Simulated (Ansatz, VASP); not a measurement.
**Tl in VASP and in Ansatz**

```
Tl
1.0
     5.96289    0.00000    0.00000
    -2.98145    5.16402    0.00000
     0.00000    0.00000    3.18871
Tl
3
Direct
  0.00000 0.66667 0.50000
  0.33333 0.33333 0.50000
  0.66667 0.00000 0.50000
```

Alike in both runs: functional PBE; k mesh 6 × 6 × 4; occupations gaussian, width 0.1 eV; no spin polarisation.

Ansatz relaxed the structure, and its values are those at the end. VASP's run is a single point on that final structure, the one shown.

|  | VASP | Ansatz |
| --- | --- | --- |
| version | VASP 6.6.1 | Ansatz 0.2.0 |
| potentials or method | VASP PAW PBE potentials, release 64 (Tl_d) | scalar-relativistic, plane waves, PAW |
| plane-wave cutoff (eV) | 520 | 420 |
| valence electrons in the cell | 39 | 39 |

Ansatz gave:

```
gap on the k mesh at the Fermi level (eV) : none
pressure (GPa)                            : 0.1
```

Q: Which values does VASP return?

A: gap on the k mesh at the Fermi level (eV): none; pressure (GPa): 0.0.

A gap of «none» marks a metal or a gap that the smearing closes.

Caveats: the k mesh is coarse (spacing up to 0.49 Å⁻¹), so the values aren't converged. The runs have no spin-orbit coupling, so splittings on Tl are missing.
